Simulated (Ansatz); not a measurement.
Input and command of a plane-wave DFT calculation in Ansatz:

```yaml
crystal:
  lattice:
    - [2.2060113392, 2.2060113392, 0.0]
    - [-2.2060113392, 2.2060113392, 0.0]
    - [0.0, 0.0, 4.6303495738]
  atoms:
    - { symbol: Ga, position: [0.0, 0.0, 0.0] }
    - { symbol: Ga, position: [0.5, 0.5, 0.5] }
    - { symbol: "N", position: [0.5, 0.0, 0.25] }
    - { symbol: "N", position: [0.0, 0.5, 0.75] }
basis:
  ecutwfc: 420
kpoints:
  mp_grid: { grid: [8, 8, 6] }
hamiltonian:
  xc: pbe
scf:
  occupations: { method: gaussian, width: 0.02 }
output:
  forces: true
  stress: true
  eigenvalues: true
relax:
  adjacent_minimum: "off"
  f_tol: 0.008
  max_steps: 40
  cell: { stress_tol: 0.015, fix: [a, b, gamma] }
```

```bash
ansatz run input.yaml --threads 1 --pin off --max-ram 2560MiB --backend cpu --events-out ev --progress --plain --runs-dir out
```

Processor: AMD EPYC 9R45 96-Core Processor (Zen 5), 1 thread, on a host shared with other jobs.

Problem. Estimate time, memory and problem size.

Solution. About 10 s on 1 thread of AMD EPYC 9R45 96-Core Processor (Zen 5), with other jobs on the host, peak memory 0.44 GiB. It solves 22 bands at 60 k points (the mesh reduced by the symmetry that the task leaves, which can be less than the crystal's) with about 919 plane waves (on the last cell), in 38 SCF iterations over 6 ionic steps.
